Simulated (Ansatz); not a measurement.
# LiCl under changes of volume

One of the cells (16.871 Å³/atom); the others are scaled copies at fixed shape and fractional positions:

```
CELL_PARAMETERS angstrom
0.00000 2.56477 2.56477
2.56477 0.00000 2.56477
2.56477 2.56477 0.00000
ATOMIC_POSITIONS crystal
Cl 0.50000 0.50000 0.50000
Li 0.00000 0.00000 0.00000
```

| Quantity | Value |
| --- | --- |
| Program | Ansatz 0.2.0 |
| Functional | PBE |
| Potentials or basis | Ansatz PAW |
| Cutoff | 420 eV (not typed: the program's choice for these potentials) |
| k mesh | 9 × 9 × 9 |
| Occupations | fermi-dirac, width 0.05 eV |
| Spin | no spin polarisation |

```tsv
volume (Å³/atom)	energy over the lowest point (meV/atom)	pressure (GPa)	gap on the mesh (eV)
15.859	9.74	2.8	6.70
16.196	4.86	1.9	6.57
16.534	1.72	1.1	6.45
16.871	?	?	?
17.209	0.00	-0.2	6.22
17.546	1.12	-0.8	6.11
17.883	3.38	-1.3	6.01
```

What does the run at 16.871 Å³/atom give?

Energy over the lowest point 0.16 meV/atom; pressure 0.4 GPa; gap on the mesh 6.33 eV.

Worked out: A Birch-Murnaghan fit of order 3 (a polynomial in V^(-2/3)) to the other rows has its minimum at 17.08 Å³/atom with B0 = V·E''(V) = 32 GPa and B' = 4.3. It gives 0.15 meV/atom at 16.871 Å³/atom, against the run's 0.16, and -dE/dV = 0.4 GPa, against 0.4. A straight line through the other rows of the gap, of slope -5.75 eV per unit of ln V (its deformation potential), gives 6.34 eV, against the run's 6.33.

Energies are extrapolated to zero smearing.

Caveats: odd divisions of the mesh miss points on the zone boundary, where band edges often lie, so the gap on the mesh can be too wide.

A mesh can miss the band edges.
